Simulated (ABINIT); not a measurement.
**GaP: single point with PBE**

**What was measured.**

From “Stacking defects in GaP nanowires: Electronic structure and optical properties”, 2018, arxiv:1810.01194, for a bulk crystal of GaP at 10 K: band gap 2.34 eV (indirect).

GaP:

```
CELL_PARAMETERS angstrom
0.00000 2.72525 2.72525
2.72525 0.00000 2.72525
2.72525 2.72525 0.00000
ATOMIC_POSITIONS crystal
Ga 0.00000 0.00000 0.00000
P 0.75000 0.75000 0.75000
```

```json
{"Program": "ABINIT 10.8.3 (patched build)", "Task": "single point", "Functional": "PBE", "Potentials or basis": "JTH PAW PBE v2.0", "Cutoff": "544 eV", "k mesh": "8 × 8 × 8", "Occupations": "fermi-dirac, width 0.05 eV", "Spin": "no spin polarisation", "Fine-grid cutoff": "1088.46 eV", "Exchange and correlation inside the PAW spheres": "full angular mesh (pawxcdev 0, this build's default; the released program takes 1)"}
```

The pressure is 2.6 GPa, the band gap on the k mesh is 1.64 eV, indirect (least direct gap 1.82 eV) and the valence electrons inside the program's atomic spheres are Ga 11.07; P 1.59.

Levels at points of the mesh, in eV from the valence-band top:
| k point | band 6 | band 7 | band 8 | band 9 | band 10 | band 11 | band 12 | band 13 |
| --- | --- | --- | --- | --- | --- | --- | --- | --- |
| (0.00, 0.00, 0.00) | -12.49 | 0.00 | 0.00 | 0.00 | 1.82 | 3.89 | 3.89 | 3.89 |
| (0.50, 0.00, 0.00) | -10.43 | -6.63 | -1.12 | -1.12 | 1.67 | 4.72 | 4.72 | 8.28 |
| (0.50, 0.50, 0.00) | -9.53 | -6.75 | -2.68 | -2.68 | 1.65 | 1.82 | 10.58 | 10.58 |

Run time: 14 s on 1 thread of Arm Neoverse V1 (shared host), peak memory 0.11 GiB.

Against the measured gap of GaP, 2.34 eV (indirect; 10 K; quoted in “Stacking defects in GaP nanowires: Electronic structure and optical properties”, 2018, arxiv:1810.01194), the calculated 1.64 eV is off by -0.70 eV. Spin-orbit coupling on Ga is left out. The value is that of PBE on a finite k mesh, which can miss the band edges, without temperature or zero-point motion. Semilocal functionals fall short of measured gaps as a rule.
